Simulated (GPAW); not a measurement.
Ge, 2 atoms in the cell. Symmetry: Fd-3m, No. 227, cubic system. Conventional cell: a = 5.658 Å, b = 5.658 Å, c = 5.658 Å, α = 90.00°, β = 90.00°, γ = 90.00°. Around Ge (site symmetry -43m) lie 4 Ge at 2.45 Å. 

```yaml
Program: GPAW 26.7.0
Task: band structure
Functional: GLLB-SC
Potentials_or_basis: the program's PAW data sets (release 1.2.1) made for this functional
Cutoff: 600 eV
Basis: pw
k_mesh: 8 × 8 × 8
Occupations: fermi-dirac, width 0.05 eV
Spin: no spin polarisation
Maxiter: 150
Band_path: GXWKGLUWLK,UX
Band_points: 100
```

Potentials or basis: the program's PAW data sets (release 1.2.1) made for this functional, pw.

The run is started by

```console
$ OMP_NUM_THREADS=1 python run.py
```

Hardware: 1 thread of Arm Neoverse V2, on a shared host.

Problem. How long does it take, and how much memory?

Solution. It took 30 s on 1 thread of Arm Neoverse V2, on a shared host, peak memory 0.24 GiB. Counts: scf iterations 22.
